**Estimating the gaps of hexagonal diamond from its volume**

Within 6 % of the reference volume, two short rules reproduce the computed gaps of hexagonal diamond to about 0.02 eV. The direct gap falls by 0.020 eV for each per cent of added volume. The indirect gap follows a tent: it rises at a similar rate, turns over just above the reference volume, and falls again. The tent arises because two different conduction states take turns at being the lowest one on the mesh. That mesh misses the point where the true conduction minimum lies, so the tent describes the sampled points and should not be read as a maximum in the gap of the real crystal.

GPAW 26.7.0: one-shot G0W0 (plasmon-pole model) on PBE for hexagonal diamond (4-atom cell), without spin-orbit coupling. Plane waves to 650 eV, PAW data sets gpaw-data 1.2.1, Γ-centred 5 × 5 × 3 k mesh, Fermi-Dirac smearing of 0.001 eV. G0W0 used 51 response bands and a response cutoff lowered from 104.2 to 96.2 eV down the table, with basis-set extrapolation.

```
volume (Å³/atom)     c/a  shortest distance (Å)  qp gap (eV)  qp direct gap (eV)  kohn sham gap on mesh (eV)  kohn sham direct gap on mesh (eV)
           5.332  1.6330                  1.513        5.385               6.477                       4.132                              4.849
           5.445  1.6330                  1.524        5.428               6.436                       4.182                              4.818
           5.559  1.6330                  1.534        5.466               6.396                       4.229                              4.788
           5.672  1.6330                  1.544        5.502               6.355                       4.273                              4.758
           5.786  1.6330                  1.555        5.545               6.315                       4.282                              4.728
           5.899  1.6330                  1.565        5.491               6.274                       4.237                              4.698
           6.012  1.6330                  1.575        5.441               6.233                       4.193                              4.668
```

The two qp columns hold quasiparticle gaps from one-shot G0W0 with a plasmon-pole model on top of PBE, and the two kohn sham columns hold the PBE gaps themselves. A direct gap joins a filled and an empty level at the same wave vector k. The plain gap joins the highest filled level to the lowest empty one at any k that was sampled. The crystal is stretched or compressed evenly, with its shape (c/a) unchanged.

**Why the direct gap falls**

In all seven rows the direct gap sits at Γ, the point where k is zero and an orbital repeats with the same phase in every cell. A hydrogen molecule is a useful simpler picture. Its bonding and antibonding levels are split by the overlap of the two atoms, and the splitting shrinks when the atoms are pulled apart. The filled and empty levels at Γ in a diamond-like crystal are, by the standard account, mainly bonding and antibonding p combinations, so their separation should shrink in the same way.

The molecule gives the direction but not the size. A simple scaling law lets such a splitting fall with the inverse square of the bond length, which would lower the direct gap by 0.51 eV across the table. The computed fall is 0.24 eV, about half of that. The law is made for a single coupling across one bond. In the crystal, the p orbitals at the top of the filled levels are expected to be bonding across some of the short bonds and weakly antibonding across others. The gap is then what remains of several couplings, and these need not all fall at the same rate. It is safer to take the slope from the calculation and keep the molecule for the sign.

**Why the indirect gap turns over**

The highest filled level stays at Γ throughout. The lowest sampled empty level does not stay put: up to 5.672 Å³/atom it lies at k = (0.4, 0.4, 0), and from 5.786 on at (0.4, 0, 0), in fractions of the reciprocal cell edges. Measured from the top of the filled levels, the first state climbs as the crystal expands and the second one sinks. The gap is set by whichever is lower, so it grows along one line and then shrinks along the other.

Here the hydrogen molecule stops helping, because that simple picture has only one antibonding level. In a crystal, the phase of an orbital changes from cell to cell in a way that depends on k. Two empty states can therefore both be antibonding across the short bonds and still differ in how they combine more distant atoms. A state that is lowered by such distant contacts would lose part of that lowering on expansion, and so could rise relative to the filled levels. This may be why the (0.4, 0.4, 0) state climbs, but it is a guess, since the orbital make-up of the states was not analysed.

The same reasoning carries over to a neighbouring case. List the candidate empty states, find the slope of each against volume, and follow the lowest. If the one that is lowest at small volume rises and the next one falls, the gap must have a maximum where they cross.

The list must be complete, however, and here it is not. The conduction minimum of hexagonal diamond is known to lie at the corner point K = (1/3, 1/3, 0), which this mesh does not contain. The true indirect gap is therefore lower than the tabulated one at the same level of theory. K is expected to stay lowest over this small range of volumes. The conduction edge then never changes state, and the tent describes only the sampled points. The point (0.4, 0.4, 0) lies close to K, so the true gap may well keep rising with volume, as the gap to that point does.

**What G0W0 adds**

PBE gaps are generally too small, and the G0W0 correction opens them. For the indirect gap the correction stays between 1.23 and 1.26 eV in all rows, so PBE already contains the shape of the tent and G0W0 mostly lifts it. The correction is not quite the same for both conduction states: it steps up where the lowest state changes. A single constant is therefore least accurate near the top.

**The rule**

A small change of volume shifts each level difference in proportion to that change; the proportionality factor is called a deformation potential. Let p be the change of volume in per cent, counted from 5.672 Å³/atom, the row with the lowest computed energy. For even scaling, p is about three times the percentage change of a cell edge.

- Direct G0W0 gap = 6.36 − 0.020 p (in eV)
- Indirect PBE gap = 4.30 − 0.023 |p − 1.2| (in eV)
- Indirect G0W0 gap = indirect PBE gap + 1.25 eV

The constants of the first two lines are rounded from least-squares fits to all seven rows, and the 1.25 eV is a round value inside the range of the correction. The tent needs only one slope because the two PBE arms happen to be almost equally steep. That saves a constant but has no law behind it, and in G0W0 the falling arm is about a third steeper than the rising one.

**Two rows worked by hand**

The compressed row at 5.445 Å³/atom:

- p = 100 × (5.445/5.672 − 1) = −4.0
- Direct gap: 6.36 + 0.08 = 6.44 eV; the table has 6.436 eV.
- Distance from the top of the tent: 4.0 + 1.2 = 5.2, which costs 5.2 × 0.023 = 0.12 eV.
- Indirect gap: 4.30 − 0.12 + 1.25 = 5.43 eV; the table has 5.428 eV.

The expanded row at 5.899 Å³/atom:

- p = 100 × (5.899/5.672 − 1) = 4.0
- Direct gap: 6.36 − 0.08 = 6.28 eV; the table has 6.274 eV.
- Distance from the top of the tent: 4.0 − 1.2 = 2.8, which costs 2.8 × 0.023 = 0.06 eV.
- Indirect gap: 4.30 − 0.06 + 1.25 = 5.49 eV; the table has 5.491 eV.

Both rows took part in the fits, so this agreement shows that the rule summarises the table, not that it predicts.

**How good it is**

Against the computed G0W0 values, the direct rule is never off by more than 0.01 eV. The indirect rule misses by up to 0.02 eV, and most at the reference volume itself, close to the change of state. Its typical miss is 0.01 eV, whereas quoting the mean gap for every row would typically miss by 0.05 eV. The printed output after this page gives the fits and the misses row by row.

A stricter test uses the conduction state that is not the lowest in a given row, because its energy did not enter the fit. Carried back to 5.445 Å³/atom, the falling arm gives a PBE gap of 4.42 eV to (0.4, 0, 0), and the calculation gives the same to that precision. Carried on to 5.899 Å³/atom, the rising arm gives 4.364 eV to (0.4, 0.4, 0), where the calculation has 4.351 eV. Each arm thus belongs to one state that continues beyond the crossing, but the rising one flattens a little as the crystal expands.

**Where it stops**

The top of the tent is less certain in G0W0 than in PBE, because in each row G0W0 was run for only one of the two competing states, the one that PBE puts lower. Carrying the G0W0 gap to (0.4, 0.4, 0) one step further, to 5.786 Å³/atom, gives 5.538 eV, against 5.545 eV in the table. The two are too close to say which state is lower there. The G0W0 turnover may thus lie slightly beyond the PBE one.

The absolute G0W0 gaps are not converged in bands, cutoffs and mesh, and their extrapolation to a complete basis is poor. The constants 6.36 and 1.25 eV therefore belong to these settings. Much of the error may be common to neighbouring volumes, which would make the slopes more trustworthy than the heights. The smooth change from row to row does not prove it, because the cutoff of the screening calculation was itself lowered smoothly as the cell grew. No run at tighter settings checks this.

For a real sample only the direct rule is a candidate, since the indirect one rests on a mesh without K. Even the direct rule covers only an even change of volume. A squeeze along one axis changes the shape as well, and the levels can then shift and split in ways that p does not describe. The calculation also holds the atoms still, whereas real atoms vibrate even at absolute zero. In diamond this vibration is expected to lower the gap, and on heating it should matter more than the slight expansion does.

The analysis program printed:

```
fit of qp_direct_gap on 7 rows: constant 6.355 +/- 0.00017, coefficient of pct -0.02031 +/- 4.2e-05; rms 0.000376, worst 5.786 -0.00063, leave-one-out rms 0.00053
fit of kohn_sham_gap_on_mesh on 7 rows: constant 4.302 +/- 0.0015, coefficient of abs(pct - s) -0.02316 +/- 0.00037, s 1.225; rms 0.00156, worst 5.332 0.00252, leave-one-out rms 0.00305
Hand rule, energies in eV, miss is rule less computed:
    row  volume change %  direct G0W0 rule  miss direct  drop from peak  indirect PBE rule    miss PBE  indirect G0W0 rule   miss G0W0
  5.332           -5.994              6.48     0.002887          0.1655              4.135     0.00253               5.385  -0.0004702
  5.445           -4.002              6.44     0.004042          0.1196               4.18   -0.001649                5.43    0.002351
  5.559           -1.992               6.4     0.003845         0.07342              4.227   -0.002422               5.477     0.01058
  5.672                0              6.36        0.005          0.0276              4.272     -0.0006               5.522      0.0204
  5.786             2.01              6.32     0.004803         0.01863              4.281  -0.0006271               5.531    -0.01363
  5.899            4.002              6.28     0.005958         0.06445              4.236   -0.001449               5.486   -0.005449
  6.012            5.994              6.24     0.007113          0.1103               4.19    -0.00327                5.44    -0.00127
Largest miss of the hand rule, direct G0W0 gap (eV): 0.007113
Largest miss of the hand rule, indirect G0W0 gap (eV): 0.0204
Rms miss of the hand rule, indirect G0W0 gap (eV): 0.01036
Rms miss if the mean indirect G0W0 gap is quoted for all rows (eV): 0.04897
Smallest G0W0 shift of the indirect gap (eV): 1.229
Largest G0W0 shift of the indirect gap (eV): 1.263
Smallest G0W0 shift of the direct gap (eV): 1.565
Largest G0W0 shift of the direct gap (eV): 1.628
Fall of the direct G0W0 gap over the table (eV): 0.244
Fall of the direct gap by the inverse-square bond-length law (eV): 0.5093
Volume at the top of the PBE tent, hand rule (cubic angstrom per atom): 5.74
PBE gap to (0.4,0.4,0) at 5.899, computed (eV): 4.351
PBE gap to (0.4,0.4,0) at 5.899, rising line carried on (eV): 4.364
PBE gap to (0.4,0,0) at 5.445, computed (eV): 4.417
PBE gap to (0.4,0,0) at 5.445, falling line carried back (eV): 4.42
G0W0 gap to (0.4,0.4,0) carried one step on to 5.786 (eV): 5.538
```
